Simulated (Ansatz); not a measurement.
The system is In.

```
In
1.0
    -1.62547    1.62547    2.47370
     1.62547   -1.62547    2.47370
     1.62547    1.62547   -2.47370
In
1
Direct
  0.00000 0.00000 0.00000
```

Below is the output of Ansatz 0.2.0 for this cell. Logs are shortened: lines on timing, memory, paths and dates and some standing lists are left out, and cuts for length are marked.

```text
Warning: RAYON_NUM_THREADS=2 ignored (pool sized by the plan → 2); use --threads N
Engine: ansatz 0.2.0, aarch64-unknown-linux-gnu
Pseudopotentials: kind: paw
Pseudopotential: In, paw, valence charge 13, recommended cutoff 420 eV (normal), In.paw.azcp
Functional definition: PBE
  parameter kappa = 0.804
  parameter beta = 0.06672455060314922
  exchange = pbe_x(kappa = kappa, mu = beta*pi^2/3)
  correlation = pbe_c(beta = beta)
Crystal: 1 atoms, lattice volume = 26.144 Å³
Basis set: ecut = 420 eV, 533 PW (Γ), exchange–correlation on 48×48×48 points (8 copies of the dense FFT grid, shifted against one another)
Bands: 11, of which v1, the nominal top of the filled ones, is band 7 counted from 1 (6 counted from 0)
Symmetry: 16 space group operations
Space group: I4/mmm (ITA 139), of the structure as read, at distance tolerance 3.0e-5 Å
k-points: 126 of 1331
Non-local potential: In, projectors of the file, l = 0: 2, l = 1: 2, l = 2: 2, l = 3: 2
PAW form: soft (Blöchl's): semilocal exchange-correlation on the pseudo side does not see the compensation charge
PAW one-centre angular grid: In, 590 points (default); XC on 64 Gauss nodes
Initial density: superposition of atomic densities (neutral atoms: chi_scale 0, normalization atom), corrected by the library's trained network
Initial wavefunctions: pseudopotential atomic-orbital guess
Functional: x = pbe(κ = 0.804, μ = 0.2195149727645171), c = pbe(β = 0.06672455060314922)
SCF iter   1: F=—  HF=-5597.835864 eV  |F-HF|=—  |Δ(HF+E_count)|=         —  Δρ=9.88e-4  dr2=1.73e-4  ethr=1.77e-3  ⟨swp⟩=6.0  Hψ=8409  notcnv=0
preconditioner: auto → none  [insulator: Δε(μ)=0.038 eV  Ē_g=19.724 eV  σ=0.018 eV  W_gap=0.85  n_scr=8 (ndim 8)  ℏωp=26.2 eV  f_vac=0.000  D(μ)=0.27/eV (n_scr^D=0)  ε∞_Penn≈2.8]
SCF iter   2: F=—  HF=-5597.835303 eV  |F-HF|=—  |Δ(HF+E_count)|=   5.61e-4  Δρ=4.15e-4  dr2=3.23e-5  ethr=1.33e-6  ⟨swp⟩=2.6  Hψ=3467  notcnv=0  defer=1
SCF iter   3: F=—  HF=-5597.835315 eV  |F-HF|=—  |Δ(HF+E_count)|=   1.21e-5  Δρ=1.84e-4  dr2=5.22e-6  ethr=2.48e-7  ⟨swp⟩=2.0  Hψ=2094  notcnv=0  defer=1
SCF iter   4: F=—  HF=-5597.835313 eV  |F-HF|=—  |Δ(HF+E_count)|=   2.38e-6  Δρ=5.54e-5  dr2=4.29e-7  ethr=4.02e-8  ⟨swp⟩=2.2  Hψ=2072  notcnv=0  defer=1
iter 5 did not close the SCF: its close was put off for the readings that it lacked (scf_convergence_deferred on its scf_iter line)
SCF iter   5: F=-5597.835313 eV  HF=-5597.835313 eV  |F-HF|=5.03e-9  |Δ(HF+E_count)|=   1.78e-7  Δρ=5.81e-6  dr2=4.62e-9  ethr=3.30e-9  ⟨swp⟩=2.1  Hψ=1995  notcnv=0  defer=1
SCF iter   6: F=-5597.835313 eV  HF=-5597.835313 eV  |F-HF|=9.09e-12  |Δ(HF+E_count)|=   1.40e-9  Δρ=1.99e-7  dr2=4.89e-12  ethr=3.55e-11  ⟨swp⟩=3.4  Hψ=5000  notcnv=0
SCF 1 converged in 6 iterations: F = -5597.835313 eV  dr2 = 4.89e-12
  greatest PAW one-centre occupation: 0.981 electrons in one spin orbital (limit 2), on the In atom at site 0 (counted from 0), in its partial waves of l = 2
SCF converged after 6 iterations
Free energy (F): -5597.835313 eV
Harris-Foulkes:  -5597.835313 eV  (|F-HF|=9.09e-12)
Internal energy: -5597.835268 eV  (E = F + TS)
E sigma→0 (E₀):  -5597.835291 eV
Entropy (-TS):   -0.000045 eV (-0.045 meV/atom)
Fermi energy:    10.308968 eV
--- Per-component energies (eV) ---
  E_band       = -23.276762
  E_kinetic    = 241.440296
  E_local      = -1074.595320  (includes V_loc(G=0)·N_el)
  E_nonlocal   = 366.075737
  E_hartree    = 421.412941
  E_xc         = -216.066669
  E_vxc        = -100.073857  (∫ρ·V_xc dr)
  E_paw        = -4152.135131  (= ΣΔE_a)
  E_vpaw       = -298.949476  (= ΣTr[D̂ρ^β])
  E_aug_tail   = 0.000025  (compensation charges beyond the density's cutoff)
  E_ewald      = -1183.967147
  E_smearing   = -0.000045  (= −TS)
  E_closure    = -0.000000  (closes the sum)
  Σ components = -5597.835313   (vs F -5597.835313, Δ=0.00e0)
--- Forces (eV/Å), atoms counted from 1 ---
  atom   1  In    -0.00000000    -0.00000000     0.00000000
  max |Σ_I F_I| component: 9.24e-32 eV/Å
--- Stress (GPa, compression-positive) ---
        2.229272      -0.000000      -0.000000
       -0.000000       2.229272       0.000000
       -0.000000       0.000000       1.582518
  P = ⅓ Tr σ = 2.0137 GPa (20.137 kbar)
--- Band table (eV; the first three rows and the last of 126) ---
  k-point 0: bands = ["-4.4394", "-4.3347", "-4.3347", "-4.2541", "-4.1487", "0.7196", "20.8168", "20.8168", "20.9901", "21.8365", "24.2135"]
  k-point 1: bands = ["-4.4041", "-4.3538", "-4.3135", "-4.2458", "-4.1629", "0.9730", "19.4456", "19.6386", "19.9644", "20.8746", "25.5739"]
  k-point 2: bands = ["-4.4048", "-4.3069", "-4.2601", "-4.2551", "-4.1714", "1.7407", "17.4403", "17.6915", "18.3715", "19.5953", "21.7796"]
  k-point 125: bands = ["-4.5929", "-4.4783", "-4.0580", "-4.0370", "-4.0205", "7.4282", "7.7496", "13.6552", "15.1536", "18.5361", "20.0105"]
```

**Question.** What input gives this log?

**Answer.** Single point with PBE, no spin polarisation. The files as run (others can give the same):

input.yaml
```yaml
crystal:
  lattice:
    - [-1.62547, 1.62547, 2.4737]
    - [1.62547, -1.62547, 2.4737]
    - [1.62547, 1.62547, -2.4737]
  atoms:
    - { symbol: In, position: [0.0, 0.0, 0.0] }
hamiltonian:
  xc: pbe
  pseudopotentials: { kind: paw }
kpoints:
  mp_grid: { grid: [11, 11, 11] }
scf:
  occupations: { method: gaussian, width: 0.018 }
output:
  forces: true
  stress: true
  eigenvalues: true
```

Potentials or basis: Ansatz PAW.
Run with:
```bash
$ ansatz run input.yaml --threads 2 --pin off --max-ram 5632MiB --backend cpu --events-out ev --progress --plain --runs-dir out
```
